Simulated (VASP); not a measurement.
**CoSi: band structure with PBE**

Crystal: CoSi.

```
Co Si
1.0
     4.42995    0.00000    0.00000
     0.00000    4.42995    0.00000
     0.00000    0.00000    4.42995
Co Si
4 4
Direct
  0.14505 0.14505 0.14505
  0.64505 0.35495 0.85495
  0.85495 0.64505 0.35495
  0.35495 0.85495 0.64505
  0.84324 0.84324 0.84324
  0.34324 0.65676 0.15676
  0.15676 0.34324 0.65676
  0.65676 0.15676 0.34324
```

The cell was built by a generator and needn't be a form met in nature.

```yaml
Program: VASP 6.6.1
Task: band structure
Functional: PBE
Potentials_or_basis: VASP PAW PBE potentials, release 64 (Co, Si)
Cutoff: 520 eV
k_mesh: 8 × 8 × 8
Occupations: gaussian, width 0.1 eV
Spin: no spin polarisation
Further_INCAR_settings: ALGO = Normal; EDIFF = 1e-06
```

```
Pressure                : 0.0 GPa
Largest force           : 0.004 eV/Å
Band gap along the path : none (metal or under the smearing width)
```

Forces in eV/Å, atoms in the order of the input:
```
Co   0.001  0.001  0.001
Co   0.001 -0.001 -0.001
Co  -0.001  0.001 -0.001
Co  -0.001 -0.001  0.001
Si  -0.002 -0.002 -0.002
Si  -0.002  0.002  0.002
Si   0.002 -0.002  0.002
Si   0.002  0.002 -0.002
```

Levels at the corners of the path, in eV from the Fermi level:
| point | band 22 | band 23 | band 24 | band 25 | band 26 | band 27 | band 28 | band 29 | band 30 | band 31 |
| --- | --- | --- | --- | --- | --- | --- | --- | --- | --- | --- |
| Γ | -0.92 | -0.79 | -0.79 | -0.02 | -0.02 | -0.02 | 2.48 | 2.48 | 2.48 | 2.90 |
| X | -1.05 | -0.66 | -0.66 | -0.50 | -0.50 | 0.99 | 0.99 | 1.47 | 1.47 | 4.27 |
| X | -1.05 | -0.66 | -0.66 | -0.50 | -0.50 | 0.99 | 0.99 | 1.47 | 1.47 | 4.27 |
| M | -1.50 | -1.01 | -1.01 | -0.05 | -0.05 | 0.57 | 0.57 | 1.99 | 1.99 | 2.50 |
| M | -1.50 | -1.01 | -1.01 | -0.05 | -0.05 | 0.57 | 0.57 | 1.99 | 1.99 | 2.50 |
| Γ | -0.92 | -0.79 | -0.79 | -0.02 | -0.02 | -0.02 | 2.48 | 2.48 | 2.48 | 2.90 |
| Γ | -0.92 | -0.79 | -0.79 | -0.02 | -0.02 | -0.02 | 2.48 | 2.48 | 2.48 | 2.90 |
| R | -1.23 | -1.23 | -1.23 | -0.23 | -0.23 | -0.23 | -0.23 | 5.39 | 5.40 | 5.40 |
| R | -1.23 | -1.23 | -1.23 | -0.23 | -0.23 | -0.23 | -0.23 | 5.39 | 5.40 | 5.40 |
| X | -1.05 | -0.66 | -0.66 | -0.50 | -0.50 | 0.99 | 0.99 | 1.47 | 1.47 | 4.27 |
| M | -1.50 | -1.01 | -1.01 | -0.05 | -0.05 | 0.57 | 0.57 | 1.99 | 1.99 | 2.50 |
| R | -1.23 | -1.23 | -1.23 | -0.23 | -0.23 | -0.23 | -0.23 | 5.39 | 5.40 | 5.40 |

It took 99 s on 1 thread of Intel(R) Xeon(R) 6975P-C (Granite Rapids), with other jobs on the host, peak memory 0.3 GiB.

Spin polarisation is off, so any magnetic state and its effect on volume and gap are missing.
